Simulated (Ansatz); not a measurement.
# C (C (110), 3 layers): how the settings move a single-point run

Aim: see which settings change the result for C (C (110), 3 layers), by how much, and at what cost.

Computed with Ansatz 0.2.0 (reference: DFT, LDA, all-electron PAW with datasets made for the crystal, scalar-relativistic, unless a step's input says otherwise).

## Step 1: Starting point

The structure is orthorhombic, space group Pmma (No. 51). Conventional cell: a = 2.497 Å, b = 18.497 Å, c = 3.532 Å, α = 90.00°, β = 90.00°, γ = 90.00°. C (site symmetry m) has 3 C at 1.43 to 1.52 Å as nearest neighbours. Around C (site symmetry mm2) lie 4 C at 1.47 to 1.52 Å.

As a file:

```
CELL_PARAMETERS angstrom
2.49732 0.00000 0.00000
0.00000 3.53175 0.00000
0.00000 0.00000 18.49730
ATOMIC_POSITIONS crystal
C 0.75000 0.09797 0.43956
C 0.25000 0.90203 0.43956
C 0.25000 0.60988 0.50000
C 0.75000 0.39012 0.50000
C 0.75000 0.09797 0.56044
C 0.25000 0.90203 0.56044
```

## Step 2: Reference

Contents of input.yaml:

```yaml
crystal:
  lattice:
    - [2.4973237396, 0.0, 0.0]
    - [0.0, 3.5317491022, 0.0]
    - [0.0, 0.0, 18.4973]
  atoms:
    - { symbol: C, position: [0.75, 0.0979653236, 0.4395642448] }
    - { symbol: C, position: [0.25, 0.9020346764, 0.4395642448] }
    - { symbol: C, position: [0.25, 0.6098837583, 0.5000000004] }
    - { symbol: C, position: [0.75, 0.3901162417, 0.5000000004] }
    - { symbol: C, position: [0.75, 0.0979653236, 0.5604357548] }
    - { symbol: C, position: [0.25, 0.9020346764, 0.5604357548] }
kpoints:
  mp_grid: { grid: [10, 7, 1] }
scf:
  occupations: { method: fermi_dirac, width: 0.02 }
hamiltonian:
  xc: lda
  pseudopotentials: { kind: all_electron, datasets: crystal }
output:
  forces: true
  stress: true
  eigenvalues: true
efield:
  axis: 3
  amplitude: 0
  dipole_correction: true
```

The run is started by

```console
$ ansatz run input.yaml --threads 2 --pin off --max-ram 4096MiB --backend cpu --events-out ev --progress --plain --runs-dir out
```

## Step 3: Changed: mp_grid.shift [0.5, 0.5, 0.0]

input.yaml: that of step 2 with these lines changed.

```diff
@@ -13,3 +13,3 @@
 kpoints:
-  mp_grid: { grid: [10, 7, 1] }
+  mp_grid: { grid: [10, 7, 1], shift: [0.5, 0.5, 0.0] }
 scf:
```

Before running it: what results should come out? Wanted: for each run, ending; energy change; gap; force.

The runs gave:

| run | ending | energy change | gap (eV) | force (eV/Å) | cycles | time |
| --- | --- | --- | --- | --- | --- | --- |
| reference | converged | 0 | 0.00 | 0.01 | 9 | 17 s |
| 1: mp_grid.shift [0.5, 0.5, 0.0] | converged | +0.9 meV/atom | 0.00 | 0.38 | 10 | 14 s |

Residual by cycle in the longest SCF loop of each run; runs are numbered as in the table. The quantity is the density residual dr2, in eV.

| cycle | reference | run 1 |
| --- | --- | --- |
| 1 | 7.24 | 7.31 |
| 2 | 0.184 | 0.321 |
| 3 | 0.015 | 0.0494 |
| 4 | 6.8e-4 | 0.0055 |
| 5 | 4.2e-5 | 6.6e-4 |
| 6 | 7.2e-7 | 2.4e-5 |
| 7 | 3.2e-8 | 3.5e-7 |
| 8 | 3.9e-9 | 1.8e-8 |
| 9 | 1.9e-10 | 3.0e-10 |
| 10 | - | 5.3e-12 |

What this shows: Changing the k-point mesh moves the energy by +0.9 meV/atom, and the largest force goes from 0.01 to 0.38 eV/Å. The energy is not variational in the mesh, so the sign tells nothing.
